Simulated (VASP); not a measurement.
# Cd8O7 (a cell with a defect) in VASP: notebook

One crystal, Cd8O7 (a cell with a defect), is run at these levels: PBE; tasks: single point.

Program: VASP 6.6.1. These are calculated values, not measurements. Logs are shortened: lines on timing, memory, paths and dates and some standing lists are left out, and cuts for length are marked.

**1. Starting point**

The cell holds a defect, 15 atoms: a = 6.673 Å, b = 6.673 Å, c = 6.673 Å, α = 60.00°, β = 60.00°, γ = 60.00°.

**2. Single point, PBE**

The input, INCAR:

```
  PREC = Accurate
  ENCUT = 520
  EDIFF = 1E-7
  ISMEAR = -1
  SIGMA = 0.05
  LREAL = Auto
  LASPH = T
  NELM = 100
  ALGO = Fast
  ISIF = 2
  LWAVE = F
  LCHARG = F
  GGA = PE
  NBANDS = 82
```

The input, KPOINTS:

```
Automatic mesh
0
Gamma
  3 3 3
```

The input, POSCAR:

```
Cd8O7
1.0
    0.0000000000      4.7182369200      4.7182369200
    4.7182369200      0.0000000000      4.7182369200
    4.7182369200      4.7182369200      0.0000000000
Cd O
8 7
Direct
   -0.0168810938      0.0000693055     -0.0165682651
    0.0539612581     -0.0003636952      0.4475688771
   -0.0168650921      0.5340620962     -0.0165999506
   -0.0192146985      0.4997670825      0.5203646069
    0.4473358451     -0.0004843970      0.0542269293
    0.5181935629     -0.0007418025      0.5184777792
    0.5200832518      0.4997678243     -0.0189318598
    0.5181533996      0.4647620578      0.5184846674
    0.2506179787      0.2779194903      0.2508350089
    0.2311245744      0.2531285563      0.7630622542
    0.2505487791      0.7213089461      0.2509143818
    0.2690255961      0.7463555900      0.7387324035
    0.7626862663      0.2533561837      0.2314715260
    0.7489317641      0.0012690122      0.7492096221
    0.7384726666      0.7465489885      0.2692764313
```

Potentials or basis: VASP PAW PBE potentials, release 64 (Cd, O).

Started as:

```sh
> cat potpaw_PBE.64/Cd/POTCAR potpaw_PBE.64/O/POTCAR > POTCAR
> mpirun -np 1 vasp_std > vasp.out
```

OUTCAR:

```text
PREC = Accurate
   ENCUT = 520
   EDIFF = 1E-7
   ISMEAR = -1
   LREAL = Auto
   LASPH = T
   NELM = 100
   ISIF = 2
   GGA = PE

 ion  position               nearest neighbor table
   1  0.983  0.000  0.983-  15 2.36  12 2.36  10 2.37  13 2.37  11 2.52  14 2.70   3 3.11   7 3.22
                             4 3.22   5 3.36   2 3.36   6 3.36   6 3.36   5 3.37   2 3.37   4 3.47
   2  0.054  1.000  0.448-  14 2.02   9 2.27  11 2.27  12 2.40  13 2.41   5 2.62   3 3.36   1 3.36
                             6 3.36   8 3.36   8 3.36   6 3.36   1 3.37   3 3.37   4 3.37   4 3.37
   3  0.983  0.534  0.983-  12 2.36  15 2.36  13 2.37  10 2.37   9 2.52  14 2.70   1 3.11   4 3.22
                             7 3.22   2 3.36   5 3.36   8 3.36   8 3.36   5 3.37   2 3.37   7 3.47
   4  0.981  0.500  0.520-  10 2.33  15 2.33  11 2.33   9 2.33   7 3.07   6 3.22   8 3.22   3 3.22
                             1 3.22   2 3.37   2 3.37   1 3.47   3 3.47   8 3.47   6 3.47   7 3.60
   5  0.447  1.000  0.054-  14 2.02  11 2.27   9 2.27  15 2.40  10 2.41   2 2.62   1 3.36   3 3.36
                             8 3.36   6 3.36   6 3.36   8 3.36   3 3.37   1 3.37   7 3.37   7 3.37
   6  0.518  0.999  0.518-  10 2.37  13 2.37  15 2.38  12 2.38   9 2.53  14 2.67   8 3.11   7 3.22
                             4 3.22   2 3.36   5 3.36   1 3.36   1 3.36   5 3.36   2 3.36   4 3.47
   7  0.520  0.500  0.981-  13 2.33  12 2.33   9 2.33  11 2.33   4 3.07   6 3.22   8 3.22   3 3.22
                             1 3.22   5 3.37   5 3.37   1 3.47   3 3.47   8 3.47   6 3.47   4 3.60
   8  0.518  0.465  0.518-  13 2.37  10 2.37  12 2.38  15 2.38  11 2.53  14 2.67   6 3.11   7 3.22
                             4 3.22   5 3.36   2 3.36   3 3.36   3 3.36   2 3.36   5 3.36   4 3.47
   9  0.251  0.278  0.251-   2 2.27   5 2.27   7 2.33   4 2.33   3 2.52   6 2.53
  10  0.231  0.253  0.763-   4 2.33   6 2.37   8 2.37   1 2.37   3 2.37   5 2.41
  11  0.251  0.721  0.251-   5 2.27   2 2.27   4 2.33   7 2.33   1 2.52   8 2.53
  12  0.269  0.746  0.739-   7 2.33   3 2.36   1 2.36   8 2.38   6 2.38   2 2.40
  13  0.763  0.253  0.231-   7 2.33   8 2.37   6 2.37   3 2.37   1 2.37   2 2.41
  14  0.749  0.001  0.749-   5 2.02   2 2.02   6 2.67   8 2.67   3 2.70   1 2.70
  15  0.738  0.747  0.269-   4 2.33   1 2.36   3 2.36   6 2.38   8 2.38   5 2.40

  LATTYP: Found a face centered cubic cell.
 ALAT       =     9.4364738400

  Lattice vectors:

 A1 = (   0.0000000000,   4.7182369200,   4.7182369200)
 A2 = (   4.7182369200,   0.0000000000,   4.7182369200)
 A3 = (   4.7182369200,   4.7182369200,   0.0000000000)

Analysis of symmetry for initial positions (statically):
=====================================================================
 Subroutine PRICEL returns:
 Original cell was already a primitive cell.

 Routine SETGRP: Setting up the symmetry group for a
 face centered cubic supercell.

 Subroutine GETGRP returns: Found  1 space group operations
 (whereof  1 operations were pure point group operations)
 out of a pool of 48 trial point group operations.

The static configuration has the point symmetry C_1 .

Analysis of symmetry for dynamics (positions and initial velocities):
=====================================================================
 Subroutine PRICEL returns:
 Original cell was already a primitive cell.

 Routine SETGRP: Setting up the symmetry group for a
 face centered cubic supercell.

 Subroutine GETGRP returns: Found  1 space group operations
 (whereof  1 operations were pure point group operations)
 out of a pool of 48 trial point group operations.

The dynamic configuration has the point symmetry C_1 .

 Subroutine INISYM returns: Found  1 space group operations
 (whereof  1 operations are pure point group operations),
 and found     1 'primitive' translations

----------------------------------------------------------------------------------------

                                     Primitive cell

  volume of cell :     210.0725

  direct lattice vectors                    reciprocal lattice vectors
     0.000000000  4.718236920  4.718236920    -0.105971787  0.105971787  0.105971787
     4.718236920  0.000000000  4.718236920     0.105971787 -0.105971787  0.105971787
     4.718236920  4.718236920  0.000000000     0.105971787  0.105971787 -0.105971787

  length of vectors
[... 62 lines left out ...]

 Following reciprocal coordinates:
            Coordinates               Weight
  0.000000  0.000000  0.000000      1.000000
  0.333333  0.000000  0.000000      2.000000
  0.000000  0.333333  0.000000      2.000000
  0.000000  0.000000  0.333333      2.000000
  0.333333  0.333333  0.333333      2.000000
  0.333333  0.333333  0.000000      2.000000
  0.000000  0.333333  0.333333      2.000000
  0.333333  0.000000  0.333333      2.000000
 -0.333333  0.333333  0.000000      2.000000
  0.000000 -0.333333  0.333333      2.000000
  0.333333  0.000000 -0.333333      2.000000
  0.333333  0.333333 -0.333333      2.000000
 -0.333333  0.333333 -0.333333      2.000000
  0.333333 -0.333333 -0.333333      2.000000
   k-points           NKPTS =     14   k-points in BZ     NKDIM =     14   number of bands    NBANDS=     82
   number of dos      NEDOS =    301   number of ions     NIONS =     15
   total plane-waves  NPLWV = 125000
   dimension x,y,z NGX =    50 NGY =   50 NGZ =   50
   dimension x,y,z NGXF=   100 NGYF=  100 NGZF=  100
   ions per type =               8   7
   NGX,Y,Z   is equivalent  to a cutoff of  12.46, 12.46, 12.46 a.u.
   NGXF,Y,Z  is equivalent  to a cutoff of  24.91, 24.91, 24.91 a.u.
 SYSTEM =  unknown system
   PREC   = accura    normal or accurate (medium, high low for compatibility)
   ISTART =      0    job   : 0-new  1-cont  2-samecut
   ICHARG =      2    charge: 1-file 2-atom 10-const
   ISPIN  =      1    spin polarized calculation?
   LNONCOLLINEAR =      F non collinear calculations
   LSORBIT =      F    spin-orbit coupling
   LASPH  =      T    aspherical Exc in radial PAW
   ENCUT  =  520.0 eV  38.22 Ry    6.18 a.u.  12.41 12.41 12.41*2*pi/ulx,y,z
   NELM   =    100;   NELMIN=  2; NELMDL= -5     # of ELM steps
   EDIFF  = 0.1E-06   stopping-criterion for ELM
   LREAL  =      T    real-space projection
   EDIFFG = 0.1E-05   stopping-criterion for IOM
   NSW    =      0    number of steps for IOM
   IBRION =     -1    ionic relax: 0-MD 1-quasi-New 2-CG
   NFREE  =      0    steps in history (QN), initial steepest desc. (CG)
   ISIF   =      2    stress and relaxation
   ISYM   =      2    0-nonsym 1-usesym 2-fastsym
   POTIM  = 0.5000    time-step for ionic-motion
   TEBEG  =    0.0;   TEEND  =   0.0 temperature during run
   PSTRESS=    0.0 pullay stress
   NELECT =     138.0000    total number of electrons
   NUPDOWN=      -1.0000    fix difference up-down
   EMIN   =  10.00;   EMAX   =-10.00  energy-range for DOS
   EFERMI =   0.00;   METHOD = LEGACY
   ISMEAR =    -1;   SIGMA  =   0.05  broadening in eV -4-tet -1-fermi 0-gaus
   EFERMI_NEDOS =   21; number of points for ismear=-14 and -15
   IALGO  =     68    algorithm
   IMIX   =      4    mixing-type and parameters
     AMIX     =   0.40;   BMIX     =  1.00
     AMIX_MAG =   1.60;   BMIX_MAG =  1.00
  volume/ion in A,a.u.               =      14.00        94.51
  Fermi-wavevector in a.u.,A,eV,Ry     =   1.423131  2.689327 27.555892  2.025301
  Thomas-Fermi vector in A             =   2.543761
   LORBIT       =      0    0 simple, 1 ext, 2 COOP (PROOUT), +10 PAW based schemes
   GGA     = PE    functional components
   LHFCALC =     F    Hartree Fock is set to
   AEXX    =    0.0000 exact exchange contribution
   IVDW    =     0    specifies the selected vdW correction
   LEPSILON=     F    determine dielectric tensor
   LRPA    =     F    only Hartree local field effects (RPA)
 non-spin polarized calculation
 RMM-DIIS sequential band-by-band and
  energy-cutoff  :      520.00
  volume of cell :      210.07
 maximum number of plane-waves:      5673
 NGX is ok and might be reduce to    50
   NGX = 25   NGY = 25   NGZ = 25

 number of electron     137.9999999 magnetization

 Free energy of the ion-electron system (eV)
  ---------------------------------------------------
  ext. energy  EPLUGINS =         0.00000000
  ---------------------------------------------------
  free energy    TOTEN  =       -52.37090670 eV

  energy without entropy =      -52.37069709  energy(sigma->0) =      -52.37080189

 E-fermi :   3.3985     XC(G=0): -11.4351

 val. band max:        3.0294108087   @ k =   0.3333   0.0000  -0.3333
 cond. band min:       3.7570767425   @ k =   0.3333   0.0000   0.0000
 fundamental gap:      0.7276659338
 Fermi energy:         3.3984724211

 k-point     1 :       0.0000    0.0000    0.0000
  band No.  band energies     occupation
      1     -15.4575      2.00000
      2     -14.8780      2.00000
      3     -14.8662      2.00000
      4     -14.8008      2.00000
      5     -14.7914      2.00000
      6     -14.7678      2.00000
[... 1165 lines left out ...]
     80       9.1143      0.00000
     81       9.5230      0.00000
 [bands above 81 left out]

------------------------ aborting loop because EDIFF is reached ----------------------------------------

  FORCE on cell =-STRESS in cart. coord.  units (eV):
  Direction    XX          YY          ZZ          XY          YZ          ZX
  --------------------------------------------------------------------------------------
  -------------------------------------------------------------------------------------
  Total       10.7115616      6.2478935     10.7175006     -0.0002793     -0.0012579     -5.7814258
  in kB       81.6947489     47.6513236     81.7400447     -0.0021304     -0.0095941    -44.0936761
  external PRESSURE =      70.3620391 kB  Pullay stress =       0.0000000 kB

 VOLUME and BASIS-vectors are now :
 -----------------------------------------------------------------------------
  energy-cutoff  :      520.00
  volume of cell :      210.07
      direct lattice vectors                 reciprocal lattice vectors
     0.000000000  4.718236920  4.718236920    -0.105971787  0.105971787  0.105971787
     4.718236920  0.000000000  4.718236920     0.105971787 -0.105971787  0.105971787
     4.718236920  4.718236920  0.000000000     0.105971787  0.105971787 -0.105971787

 POSITION                                       TOTAL-FORCE (eV/Angst)
 -----------------------------------------------------------------------------------
      4.64039      9.27865      4.63891         0.009137     -0.011103      0.009265
      6.82826      2.36634      4.97112        -0.053594      0.011081      0.052861
      7.15975      9.27858      7.15849        -0.008560     -0.011107     -0.008436
      4.81322      7.08278      6.98560         0.049112      0.000803     -0.049381
      4.97181      2.36649      6.82659         0.056136      0.011304     -0.055806
      7.16104      4.89126      7.15970        -0.005040      0.018601     -0.004984
      6.98693      7.08279      4.81190        -0.048414      0.001546      0.049265
      4.63919      4.89110      4.63763         0.005274      0.019230      0.005951
      2.49479      2.36597      2.49376         0.020874      0.000692      0.020800
      4.79463      4.69081      2.28482         0.013144      0.003426     -0.013040
      4.58718      2.36602      4.58546        -0.021990      0.000793     -0.020255
      7.00700      4.75484      4.79081        -0.007303     -0.012260      0.008627
      2.28753      4.69067      4.79393        -0.013142      0.004535      0.011471
      3.54094      7.06859      3.53963        -0.002949     -0.025162      0.001986
      4.79290      4.75480      7.00668         0.007314     -0.012380     -0.008324
 -----------------------------------------------------------------------------------
    total drift:                               -0.003139     -0.000498     -0.002733

  FREE ENERGIE OF THE ION-ELECTRON SYSTEM (eV)
  ---------------------------------------------------
  free  energy   TOTEN  =       -52.3709067013 eV

  energy  without entropy=      -52.3706970851  energy(sigma->0) =      -52.37080189
```

It took 4.9 min on 1 thread of Intel Xeon 6975P-C (Granite Rapids), shared host; peak memory 0.43 GiB.

What came out:

```yaml
Free_energy: -52.3709 eV
Pressure: 7.0 GPa
Largest_force: 0.080 eV/Å
Band_gap_on_the_k_mesh: 0.73 eV, indirect (least direct gap 1.21 eV)
```

Forces on the atoms (eV/Å):
```
Cd   0.009 -0.011  0.009
Cd  -0.054  0.011  0.053
Cd  -0.009 -0.011 -0.008
Cd   0.049  0.001 -0.049
Cd   0.056  0.011 -0.056
Cd  -0.005  0.019 -0.005
Cd  -0.048  0.002  0.049
Cd   0.005  0.019  0.006
O    0.021  0.001  0.021
O    0.013  0.003 -0.013
O   -0.022  0.001 -0.020
O   -0.007 -0.012  0.009
O   -0.013  0.005  0.011
O   -0.003 -0.025  0.002
O    0.007 -0.012 -0.008
```

Stress tensor (GPa, compression positive):
```
 8.17  0.00 -4.41
 0.00  4.77  0.00
-4.41  0.00  8.17
```

**3. Single point, PBE**

The input, INCAR:

```
SYSTEM = Cd8O7
ALGO = Fast
EDIFF = 1E-6
ENCUT = 520
GGA = PE
ISIF = 2
ISMEAR = -1
LASPH = .TRUE.
LCHARG = .FALSE.
LREAL = Auto
LWAVE = .FALSE.
NBANDS = 82
NELM = 100
PREC = Accurate
SIGMA = 0.05
```

The input, KPOINTS:

```
k-points
0
G
  3 3 3
  0 0 0
```

The input, POSCAR:

```
Cd8O7
1.0
    0.0000000000      4.7182369200      4.7182369200
    4.7182369200      0.0000000000      4.7182369200
    4.7182369200      4.7182369200      0.0000000000
Cd O
8 7
Direct
   -0.0067821944     -0.0036829435     -0.0062811598
    0.0349012783      0.0071483269      0.4662613466
   -0.0132777351      0.5252024309     -0.0127983187
   -0.0200036585      0.4903719417      0.5210541653
    0.4657543776      0.0070326057      0.0354252029
    0.5138072846     -0.0019109892      0.5142977220
    0.5205696623      0.4902589758     -0.0194793101
    0.5074962408      0.4819146513      0.5080258878
    0.2503331266      0.2651153431      0.2508691319
    0.2374446258      0.2569360167      0.7582258078
    0.2503411804      0.7268649409      0.2508831201
    0.2629463126      0.7515006262      0.7435247656
    0.7576075684      0.2571297331      0.2379838103
    0.7500081196     -0.1331071353      0.7504358217
    0.7430353879      0.7516786588      0.2633388321
```

Potentials or basis: VASP PAW PBE potentials, release 64 (Cd, O).

Started as:

```sh
> cat potpaw_PBE.64/Cd/POTCAR potpaw_PBE.64/O/POTCAR > POTCAR
> mpirun -np 1 vasp_std > vasp.out
```

Run time: 4.3 min. Hardware: 1 thread of Intel Xeon 6975P-C (Granite Rapids), shared host; peak memory 0.43 GiB.

The run converged. Its results:

| Property | Result |
| --- | --- |
| Free energy | -53.3835 eV |
| Pressure | 5.8 GPa |
| Largest force | 1.168 eV/Å |
| Band gap on the k mesh | 0.82 eV, indirect (least direct gap 1.10 eV) |

Forces in eV/Å, atoms in the order of the input:
```
Cd   0.110  0.045  0.111
Cd   0.216 -0.001 -0.008
Cd   0.006  0.052  0.005
Cd   0.018  0.000 -0.032
Cd  -0.007 -0.002  0.217
Cd   0.006 -0.059  0.004
Cd  -0.032 -0.001  0.019
Cd   0.111 -0.045  0.111
O    0.027 -0.001  0.028
O    0.058  0.029  0.101
O    0.057 -0.001  0.057
O    0.100 -0.029  0.058
O    0.100  0.030  0.057
O   -0.826  0.011 -0.826
O    0.057 -0.027  0.099
```

Stress tensor (GPa, compression positive):
```
 6.26  0.00 -1.02
 0.00  4.96  0.00
-1.02  0.00  6.27
```

Levels at points of the mesh, in eV from the valence-band top:
| k point | band 65 | band 66 | band 67 | band 68 | band 69 | band 70 | band 71 | band 72 | band 73 | band 74 |
| --- | --- | --- | --- | --- | --- | --- | --- | --- | --- | --- |
| (0.00, 0.00, 0.00) | -1.59 | -1.57 | -1.42 | -1.42 | -1.36 | 0.82 | 2.04 | 2.48 | 2.75 | 3.07 |

**4. Single point, PBE**

The input, INCAR:

```
ALGO = Fast ; EDIFF = 1E-7
ENCUT = 520 ; GGA = PE
ISIF = 2 ; ISMEAR = -1
LASPH = True ; LCHARG = False
LREAL = Auto ; LWAVE = False
NBANDS = 82 ; NELM = 80
PREC = Accurate ; SIGMA = 0.05
```

The input, KPOINTS:

```
k-points
0
Gamma
  3 3 3
```

The input, POSCAR:

```
Cd8O7
1.0
    0.0000000000      4.7182369200      4.7182369200
    4.7182369200      0.0000000000      4.7182369200
    4.7182369200      4.7182369200      0.0000000000
Cd O
8 7
Direct
   -0.0029979419      0.0027351318     -0.0019216924
   -0.0044286670      0.0050810293      0.5056014652
    0.0002542263      0.4999449031      0.0003489651
   -0.0044525106      0.4954549845      0.5049441222
    0.5033863369      0.0032084018     -0.0025522245
    0.5003969788      0.0000475813      0.5002511616
    0.5039325155      0.4964492118     -0.0031766103
    0.5045548878      0.4950890639      0.5060090327
    0.2516722920      0.2502304399      0.2488926520
    0.2493409127      0.2493161153      0.7509825301
    0.2495830582      0.7492928100      0.2527736568
    0.2501940916      0.7502520666      0.7506778613
    0.7501760848      0.2500750853      0.2502609598
    0.7500033508     -0.2495695998      0.7504573340
    0.7505739029      0.7505736910      0.2494602369
```

Started as:

```sh
> cat potpaw_PBE.64/Cd/POTCAR potpaw_PBE.64/O/POTCAR > POTCAR
> mpirun -np 1 vasp_std > vasp.out
```

It took 11 min on 1 thread of AMD EPYC 7R43 (Zen 3), shared host; peak memory 0.38 GiB.

Results (log left out):

```
Free energy            : -53.9589 eV
Pressure               : 4.4 GPa
Largest force          : 0.054 eV/Å
Band gap on the k mesh : 0.61 eV, indirect (least direct gap 1.05 eV)
```

Forces in eV/Å, atoms in the order of the input:
```
Cd   0.003 -0.054  0.005
Cd   0.042 -0.006 -0.005
Cd   0.001 -0.004 -0.002
Cd   0.003  0.008 -0.046
Cd  -0.011 -0.004  0.048
Cd   0.005  0.003  0.001
Cd  -0.039  0.012  0.011
Cd  -0.012  0.042  0.003
O    0.016  0.000 -0.020
O    0.001  0.004  0.020
O   -0.010  0.001  0.007
O   -0.005 -0.004 -0.002
O    0.001 -0.004  0.003
O   -0.001  0.001 -0.011
O    0.006  0.004 -0.013
```

Levels at points of the mesh, in eV from the valence-band top:
| k point | band 67 | band 68 | band 69 | band 70 | band 71 | band 72 |
| --- | --- | --- | --- | --- | --- | --- |
| (0.00, 0.00, 0.00) | -1.42 | -1.36 | -1.36 | 0.61 | 2.45 | 2.45 |
